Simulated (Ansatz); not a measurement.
Runs of Ansatz 0.2.0 on Yb. It takes space group Fm-3m (No. 225, cubic). The conventional cell has a = 5.486 Å, b = 5.486 Å, c = 5.486 Å, α = 90.00°, β = 90.00°, γ = 90.00°. Around Yb (site symmetry m-3m) lie 12 Yb at 3.88 Å. 

```tsv
task	level	potentials or basis	spin	U	cutoff (eV)	smearing	driver	hubbard projectors	double counting	broadening	gap on the mesh (eV)	pressure (GPa)	moment (μB)
single point	RPBE+D3(BJ)+U	Ansatz PAW earlier set	collinear, random start	Yb f U = 4 eV	820	fermi-dirac 0.05 eV	calculator	atomic	amf	-	-	(b)	0.00
atomic charges	PBE+D3(BJ)	SSSP efficiency PAW	non-collinear, ferromagnetic start	-	544	fermi-dirac 0.01 eV	chain	-	-	-	none	(a)	0.00
optical spectrum	PBE+U	SSSP efficiency PAW	collinear, ferromagnetic start	Yb f U = 6 eV	544	fermi-dirac 0.01 eV	-	all-electron-ortho-atomic	fll (the default)	0.1 eV	none	-	0.02
projected density of states	BLYP	PseudoDojo 3+ lanthanides	collinear, ferromagnetic start	-	680	tetrahedron	-	-	-	-	none	-7.6	0.00
single point	r2SCAN+U	SSSP precision PAW	collinear, ferromagnetic start	Yb f U = 6 eV	544	methfessel-paxton 0.1 eV	-	ortho-atomic	amf	-	none	-8.2	1.70
density of states	LDA+U	JTH PAW	collinear, ferromagnetic start	Yb f U = 8 eV	720	methfessel-paxton 0.1 eV	chain	ortho-atomic	fll (the default)	-	0.05	-4.0	0.00
single point	RPBE+U	SSSP precision PAW	collinear, ferromagnetic start	Yb f U = 4 eV	544	gaussian 0.1 eV	-	all-electron-ortho-atomic	fll	-	none	-0.2	0.00
single point	rPW86-PBE+rVV10	SSSP precision PAW	collinear, program default start	-	544	fermi-dirac 0.025 eV	-	-	-	-	none	(c)	0.00
```

Alike in all rows: cell as given; k mesh 8 × 8 × 8.

Fill in the values left out.

(a) -3.9; (b) -12.6; (c) -3.8.

Caveats: spin-orbit coupling is left out, which moves the levels of the heavy elements; the magnetic or orbital state may not be the lowest (some runs); the potentials were made for another functional, which shifts forces and pressure (some runs); pairwise dispersion overbinds metals, which lowers pressure and volume (some runs); the PAW data sets come from PBE, with cores solved anew for the run's functional, which leaves a small shift of forces and pressure (some runs); the 4f electrons are frozen in the core as for a trivalent ion, so they carry no moment and show no levels, and Eu and Yb are often divalent (some runs); the PAW data sets were made with another functional, which shifts forces and pressure a little (some runs).

A k mesh can miss the band edges, and the runs leave out spin-orbit coupling on Yb.

A gap of «none» marks a metal or a gap under the smearing width.

Not every run made on this cell is shown here.
